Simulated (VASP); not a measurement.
# TiSe2: relaxation of cell and atoms with PBE+D3(BJ)

The system is TiSe2.

```
Ti Se
1.0
     3.53600    0.00000    0.00000
    -1.76800    3.06227    0.00000
     0.00000    0.00000    6.00400
Ti Se
1 2
Direct
  0.00000 0.00000 0.00000
  0.33333 0.66667 0.25520
  0.66667 0.33333 0.74480
```

* Program: VASP 6.6.1
* Task: relaxation of cell and atoms
* Functional: PBE
* Dispersion: D3(BJ)
* Potentials or basis: VASP PAW PBE potentials, release 64 (Ti_sv, Se)
* Cutoff: 600 eV
* k mesh: 12 × 12 × 6
* Occupations: methfessel-paxton, width 0.1 eV
* Spin: no spin polarisation
* Further INCAR settings: ALGO = Normal; EDIFF = 1e-06; IBRION = 2; EDIFFG = -0.01; NSW = 90; ISIF = 3

```
Relaxed volume                         : 20.50 Å³/atom
Relaxed cell                           : a = 3.482 Å, b = 3.482 Å, c = 5.859 Å, α = 90.00°, β = 90.00°, γ = 120.00°
Space group after relaxing (to 0.05 Å) : P-3m1 (No. 164)
Energy gained by relaxing              : 7.6 meV/atom
Ionic steps                            : 10
Pressure after relaxing                : 0.0 GPa
Largest force after relaxing           : 0.008 eV/Å
Band gap on the k mesh                 : none (metal or under the smearing width)
Dispersion energy per atom             : -0.451 eV
```

Forces in eV/Å, atoms in the order of the input:
```
Ti   0.000  0.000  0.000
Se   0.000  0.000 -0.008
Se   0.000  0.000  0.008
```

Step by step:
```
step  energy change (eV)  largest force (eV/Å)  pressure (GPa)  volume (Å³)
   1              0.0000                0.0905           -1.57        65.01
   2             -0.0085                0.3343            0.77        63.04
   3             -0.0091                0.2857            0.30        63.41
   4             -0.0154                0.1559            0.07        62.97
   5             -0.0171                0.0444           -0.12        62.60
   6             -0.0193                0.0390           -0.05        62.32
   7             -0.0226                0.0178            0.18        61.46
   8             -0.0226                0.0158            0.20        61.41
   9             -0.0222                0.0692           -0.44        61.77
  10             -0.0227                0.0080            0.00        61.51
```

Final structure:
```
CELL_PARAMETERS angstrom
3.48178 0.00000 0.00000
-1.74089 3.01531 0.00000
0.00000 0.00000 5.85864
ATOMIC_POSITIONS crystal
Ti 0.00000 0.00000 0.00000
Se 0.33333 0.66667 0.26539
Se 0.66667 0.33333 0.73461
```

Levels at points of the mesh, in eV from the Fermi level:
| k point | band 8 | band 9 | band 10 | band 11 | band 12 | band 13 | band 14 | band 15 | band 16 |
| --- | --- | --- | --- | --- | --- | --- | --- | --- | --- |
| (0.00, 0.00, 0.00) | -2.24 | -2.24 | 0.38 | 0.52 | 0.52 | 0.58 | 0.62 | 0.62 | 3.29 |
| (0.50, 0.00, 0.00) | -3.87 | -2.94 | -2.86 | -2.24 | -1.42 | 0.05 | 1.48 | 1.90 | 3.22 |
| (0.00, 0.00, 0.50) | -2.90 | -2.16 | -2.16 | 0.29 | 0.29 | 0.50 | 0.50 | 1.28 | 3.75 |
| (0.50, 0.00, 0.50) | -4.86 | -2.82 | -2.54 | -1.12 | -0.84 | -0.25 | 1.47 | 1.87 | 3.05 |

It took 3 min on 4 MPI ranks on Intel(R) Xeon(R) Platinum 8488C (Sapphire Rapids), on a shared host, peak memory 0.31 GiB a rank.
